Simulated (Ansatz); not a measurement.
# TiCo2: how settings move the results

The task here is to estimate one member of a computed series from the others.

Method: DFT r2SCAN, scalar-relativistic, plane waves, PAW, in Ansatz 0.2.0.

2 further runs of the same task are left out: 1 that didn't finish, 1 set aside as unsound or not needed. Runs told in other sessions of the task aren't counted.

## The system as given

It takes space group Fd-3m (No. 227, cubic). Conventional cell: a = 6.704 Å, b = 6.704 Å, c = 6.704 Å, α = 90.00°, β = 90.00°, γ = 90.00°. Ti (site symmetry -43m) is surrounded by 12 Co at 2.78 Å and 4 Ti at 2.90 Å. Around Co (site symmetry -3m) lie 6 Co at 2.37 Å and 6 Ti at 2.78 Å.

As a file:

```cif
data_structure
_symmetry_space_group_name_H-M 'Fd-3m:1'
_symmetry_Int_Tables_number 227
_cell_length_a 6.7040
_cell_length_b 6.7040
_cell_length_c 6.7040
_cell_angle_alpha 90.000
_cell_angle_beta 90.000
_cell_angle_gamma 90.000
_cell_volume 301.30
loop_
_atom_site_label
_atom_site_type_symbol
_atom_site_symmetry_multiplicity
_atom_site_Wyckoff_symbol
_atom_site_fract_x
_atom_site_fract_y
_atom_site_fract_z
_atom_site_occupancy
Ti1 Ti 8 a 0.50000 0.00000 0.50000 1
Co1 Co 16 d 0.12500 0.62500 0.12500 1
```

Source of the structure: the Crystallography Open Database. It is taken as it stands there.

## The base run, which the others are set against

File input.yaml:

```yaml
crystal:
  lattice:
    - [0.0, 3.352, 3.352]
    - [3.352, 0.0, 3.352]
    - [3.352, 3.352, 0.0]
  atoms:
    - { symbol: Ti, position: [0.5, 0.5, 0.5], spin: -0.75 }
    - { symbol: Ti, position: [0.75, 0.75, 0.75], spin: -0.75 }
    - { symbol: Co, position: [0.125, 0.125, 0.125], spin: 1.7 }
    - { symbol: Co, position: [0.625, 0.125, 0.125], spin: 1.7 }
    - { symbol: Co, position: [0.125, 0.125, 0.625], spin: 1.7 }
    - { symbol: Co, position: [0.125, 0.625, 0.125], spin: 1.7 }
basis:
  ecutwfc: 500
kpoints:
  mp_grid: { grid: [10, 10, 10] }
hamiltonian:
  xc: r2scan
scf:
  occupations: { method: gaussian, width: 0.1 }
output:
  forces: true
  stress: true
  eigenvalues: true
  populations: true
  write_density: true
  write_potential: true
  elf: true
  volumetric_format: npy
magnetization:
  spin_polarized: true
```

Its results, from an earlier run: -4256.0563 eV/atom at zero smearing, pressure -1.32 GPa, largest force 0.000 eV/Å, no gap on the mesh, site moments Ti -0.67 (×2), Co +1.55 (×4) μB, in 23 SCF cycles and 2.3 min.

Set-up of the first run:

File input.yaml:

```yaml
crystal:
  lattice:
    - [0.0, 3.352, 3.352]
    - [3.352, 0.0, 3.352]
    - [3.352, 3.352, 0.0]
  atoms:
    - { symbol: Ti, position: [0.5, 0.5, 0.5], spin: -0.73 }
    - { symbol: Ti, position: [0.75, 0.75, 0.75], spin: -0.73 }
    - { symbol: Co, position: [0.125, 0.125, 0.125], spin: 1.71 }
    - { symbol: Co, position: [0.625, 0.125, 0.125], spin: 1.71 }
    - { symbol: Co, position: [0.125, 0.125, 0.625], spin: 1.71 }
    - { symbol: Co, position: [0.125, 0.625, 0.125], spin: 1.71 }
basis:
  ecutwfc: 500
  xc_grid: 1
kpoints:
  mp_grid: { grid: [10, 10, 10] }
hamiltonian:
  xc: r2scan
scf:
  occupations: { method: gaussian, width: 0.1 }
output:
  forces: true
  stress: true
  eigenvalues: true
  populations: true
magnetization:
  spin_polarized: true
```

Run with:

```
> ansatz run input.yaml --threads 1 --pin off --max-ram 2560MiB --backend cpu --events-out ev --progress --plain --runs-dir out
```

Steps of the session up to this table: Level of the exchange-correlation grid: 1; Level of the exchange-correlation grid: 2; Level of the exchange-correlation grid: 3; Level of the exchange-correlation grid set to 4.

One of the session's tables, all rows but one given; the rest of the session is left out.

It belongs to the step «What the level of the exchange-correlation grid changes». 

```
level  ΔE (meV/atom)
    1          -0.09
    2              ?
    3           0.00
    4           0.00
```

Q: Estimate the row for level = 2 from the others.

Worked estimate for «ΔE (meV/atom)». A straight line through the neighbours (1, -0.09) and (3, 0.00) gives -0.09 + (0.00 + 0.09) × (2 − 1) / (3 − 1) = -0.04; a parabola fitted to 3 rows on both sides gives -0.03.

As computed: ΔE (meV/atom): -0.04. In «ΔE (meV/atom)» the line misses by 0.00 and the parabola by +0.01.

Caveats from the session: The magnetic state reached may not be the lowest one. Warnings in the runs' records: stability check not made.
